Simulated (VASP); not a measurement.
# Li2O (Fm-3m) in VASP: notebook

The runs below take Li2O through relaxation of cell and atoms, with LDA, PBEsol.

Program: VASP 6.6.1. These are calculated values, not measurements. Logs are shortened: lines on timing, memory, paths and dates and some standing lists are left out, and cuts for length are marked.

### 1 The crystal as given

It takes space group Fm-3m (No. 225, cubic). The conventional cell has a = 4.485 Å, b = 4.485 Å, c = 4.485 Å, α = 90.00°, β = 90.00°, γ = 90.00°. Li (site symmetry -43m) has 4 O at 1.94 Å as nearest neighbours. O (site symmetry m-3m) is surrounded by 8 Li at 1.94 Å.

### 2 Relaxation of cell and atoms, LDA

INCAR reads:

```
PREC = Accurate
ENCUT = 600
EDIFF = 1E-7
ISMEAR = 0
SIGMA = 0.03
LREAL = F
LASPH = T
NELM = 80
ALGO = Normal
ISIF = 3
LWAVE = F
LCHARG = F
GGA = CA
IBRION = 2
NSW = 90
EDIFFG = -0.005
KPAR = 2
```

KPOINTS reads:

```
Automatic mesh
0
Gamma
  10 10 10
```

POSCAR reads:

```
Li2O                                    
1.0
    0.0000000000      2.2427378035      2.2427378035
    2.2427378035      0.0000000000      2.2427378035
    2.2427378035      2.2427378035     -0.0000000000
  Li              O             
     2     1
Direct
     0.2500000000000000    0.2500000000000000    0.2500000000000000
     0.7500000000000000    0.7500000000000000    0.7500000000000000
     0.0000000000000000    0.0000000000000000    0.0000000000000000
```

Potentials or basis: VASP PAW LDA potentials, release 64 (Li_sv, O).

Started as:

```
> cat potpaw_LDA.64/Li_sv/POTCAR potpaw_LDA.64/O/POTCAR > POTCAR
> mpirun -np 2 vasp_std > vasp.out
```

OUTCAR:

```text
PREC = Accurate
   ENCUT = 600
   EDIFF = 1E-7
   ISMEAR = 0
   LREAL = F
   LASPH = T
   NELM = 80
   ISIF = 3
   GGA = CA
   IBRION = 2
   NSW = 90
   EDIFFG = -0.005

 ion  position               nearest neighbor table
   1  0.250  0.250  0.250-   3 1.94   3 1.94   3 1.94   3 1.94   2 2.24   2 2.24   2 2.24   2 2.24
                             2 2.24   2 2.24
   2  0.750  0.750  0.750-   3 1.94   3 1.94   3 1.94   3 1.94   1 2.24   1 2.24   1 2.24   1 2.24
                             1 2.24   1 2.24
   3  0.000  0.000  0.000-   2 1.94   2 1.94   2 1.94   1 1.94   2 1.94   1 1.94   1 1.94   1 1.94

  LATTYP: Found a face centered cubic cell.
 ALAT       =     4.4854756070

  Lattice vectors:

 A1 = (   0.0000000000,   2.2427378035,   2.2427378035)
 A2 = (   2.2427378035,   0.0000000000,   2.2427378035)
 A3 = (   2.2427378035,   2.2427378035,   0.0000000000)

Analysis of symmetry for initial positions (statically):
=====================================================================
 Subroutine PRICEL returns:
 Original cell was already a primitive cell.

 Routine SETGRP: Setting up the symmetry group for a
 face centered cubic supercell.

 Subroutine GETGRP returns: Found 48 space group operations
 (whereof 48 operations were pure point group operations)
 out of a pool of 48 trial point group operations.

The static configuration has the point symmetry O_h .

Analysis of symmetry for dynamics (positions and initial velocities):
=====================================================================
 Subroutine PRICEL returns:
 Original cell was already a primitive cell.

 Routine SETGRP: Setting up the symmetry group for a
 face centered cubic supercell.

 Subroutine GETGRP returns: Found 48 space group operations
 (whereof 48 operations were pure point group operations)
 out of a pool of 48 trial point group operations.

The dynamic configuration has the point symmetry O_h .

 Subroutine INISYM returns: Found 48 space group operations
 (whereof 48 operations are pure point group operations),
 and found     1 'primitive' translations

----------------------------------------------------------------------------------------

                                     Primitive cell

  volume of cell :      22.5614

  direct lattice vectors                    reciprocal lattice vectors
     0.000000000  2.242737803  2.242737803    -0.222941799  0.222941799  0.222941799
[... 157 lines left out ...]
     2.242737803  0.000000000  2.242737803     0.222941799 -0.222941799  0.222941799
     2.242737803  2.242737803  0.000000000     0.222941799  0.222941799 -0.222941799

 POSITION                                       TOTAL-FORCE (eV/Angst)
 -----------------------------------------------------------------------------------
      1.12137      1.12137      1.12137        -0.000000     -0.000000      0.000000
      3.36411      3.36411      3.36411         0.000000      0.000000     -0.000000
      0.00000      0.00000      0.00000         0.000000      0.000000      0.000000
 -----------------------------------------------------------------------------------
    total drift:                                0.000000      0.000000      0.000000

  FREE ENERGIE OF THE ION-ELECTRON SYSTEM (eV)
  ---------------------------------------------------
  free  energy   TOTEN  =       -15.7503336970 eV

  energy  without entropy=      -15.7503336970  energy(sigma->0) =      -15.75033370

--------------------------------------- Ionic step        2  -------------------------------------------

 number of electron      12.0000004 magnetization

 Free energy of the ion-electron system (eV)
  ---------------------------------------------------
  ext. energy  EPLUGINS =         0.00000000
  ---------------------------------------------------
  free energy    TOTEN  =       -15.75036112 eV

  energy without entropy =      -15.75036112  energy(sigma->0) =      -15.75036112

 E-fermi :   1.9232     XC(G=0): -10.6232

 val. band max:        1.6397127222   @ k =   0.0000   0.0000   0.0000
 cond. band min:       6.5893664572   @ k =   0.5000   0.5000   0.0000
 fundamental gap:      4.9496537349
 Fermi energy:         1.9232159033

 k-point     1 :       0.0000    0.0000    0.0000
  band No.  band energies     occupation
      1     -40.1167      2.00000
      2     -39.6316      2.00000
      3     -13.6005      2.00000
      4       1.6397      2.00000
      5       1.6397      2.00000
      6       1.6397      2.00000
      7       7.5650      0.00000
      8      13.7059      0.00000
      9      13.7059      0.00000
     10      13.7059      0.00000
[... 287 lines left out ...]
 k-point    24 :       0.4000    0.3000    0.0000
  band No.  band energies     occupation
      1     -39.9545      2.00000
      2     -39.7453      2.00000
      3     -13.3920      2.00000
      4      -0.1405      2.00000
      5       0.3897      2.00000
      6       0.4988      2.00000
      7       7.6476      0.00000
      8      14.7926      0.00000
      9      15.0956      0.00000
     10      16.5645      0.00000

 [... further k-points ...]

------------------------ aborting loop because EDIFF is reached ----------------------------------------

  FORCE on cell =-STRESS in cart. coord.  units (eV):
  Direction    XX          YY          ZZ          XY          YZ          ZX
  --------------------------------------------------------------------------------------
  -------------------------------------------------------------------------------------
  Total        0.0114803      0.0114803      0.0114803     -0.0000000      0.0000000     -0.0000000
  in kB        0.8141534      0.8141534      0.8141534     -0.0000000      0.0000000     -0.0000000
  external PRESSURE =       0.8141534 kB  Pullay stress =       0.0000000 kB

 VOLUME and BASIS-vectors are now :
 -----------------------------------------------------------------------------
  energy-cutoff  :      600.00
  volume of cell :       22.59
      direct lattice vectors                 reciprocal lattice vectors
    -0.000000000  2.243755642  2.243755642    -0.222840665  0.222840665  0.222840665
     2.243755642  0.000000000  2.243755642     0.222840665 -0.222840665  0.222840665
     2.243755642  2.243755642 -0.000000000     0.222840665  0.222840665 -0.222840665

 POSITION                                       TOTAL-FORCE (eV/Angst)
 -----------------------------------------------------------------------------------
      1.12188      1.12188      1.12188         0.000000      0.000000      0.000000
      3.36563      3.36563      3.36563         0.000000     -0.000000     -0.000000
      0.00000      0.00000      0.00000        -0.000000      0.000000     -0.000000
 -----------------------------------------------------------------------------------
    total drift:                                0.000000      0.000000      0.000000

  FREE ENERGIE OF THE ION-ELECTRON SYSTEM (eV)
  ---------------------------------------------------
  free  energy   TOTEN  =       -15.7503611207 eV

  energy  without entropy=      -15.7503611207  energy(sigma->0) =      -15.75036112

 reached required accuracy - stopping structural energy minimisation
```

CONTCAR:

```text
Li2O
   1.00000000000000
    -0.0000000000000000    2.2437556415015072    2.2437556415015072
     2.2437556415015072    0.0000000000000000    2.2437556415015072
     2.2437556415015072    2.2437556415015072   -0.0000000000000000
  Li              O
     2     1
Direct
     0.2500000000000000    0.2500000000000000    0.2500000000000000
     0.7500000000000000    0.7500000000000000    0.7500000000000000
     0.0000000000000000    0.0000000000000000    0.0000000000000000

  0.00000000E+00  0.00000000E+00  0.00000000E+00
  0.00000000E+00  0.00000000E+00  0.00000000E+00
  0.00000000E+00  0.00000000E+00  0.00000000E+00
```

Run time: 37 s. Hardware: 2 MPI ranks of AMD EPYC 7R43 (Zen 3), shared host; peak memory 0.1 GiB.

Results:

| Quantity | Value |
| --- | --- |
| Free energy | -15.7504 eV |
| Relaxed volume | 7.53 Å³/atom |
| Relaxed cell | a = 3.173 Å, b = 3.173 Å, c = 3.173 Å, α = 60.00°, β = 60.00°, γ = 60.00° |
| Space group after relaxing (to 0.05 Å) | Fm-3m (No. 225) |
| Energy gained by relaxing | 0.0 meV/atom |
| Ionic steps | 2 |
| Pressure after relaxing | 0.1 GPa |
| Band gap on the k mesh | 4.95 eV, indirect (least direct gap 5.93 eV) |

Final structure:
```yaml
crystal:
  lattice:
    - [0.00000, 2.24376, 2.24376]
    - [2.24376, 0.00000, 2.24376]
    - [2.24376, 2.24376, 0.00000]
  atoms:
    - { symbol: Li, position: [0.25000, 0.25000, 0.25000] }
    - { symbol: Li, position: [0.75000, 0.75000, 0.75000] }
    - { symbol: O, position: [0.00000, 0.00000, 0.00000] }
```

Levels at points of the mesh, in eV from the valence-band top:
```tsv
k point	band 4	band 5	band 6	band 7	band 8	band 9
(0.00, 0.00, 0.00)	0.00	0.00	0.00	5.93	12.07	12.07
(0.50, 0.00, 0.00)	-3.02	-0.51	-0.51	9.65	10.58	12.24
(0.50, 0.50, 0.00)	-1.65	-1.59	-1.59	4.95	14.07	14.07
```

Caveat: the cutoff is under 1.25 times the usual one of these potentials, so pressure, stress and relaxed cells hold a basis-set (Pulay) error. A k mesh can miss the band edges.

(Part 1 of 3 ends here.)
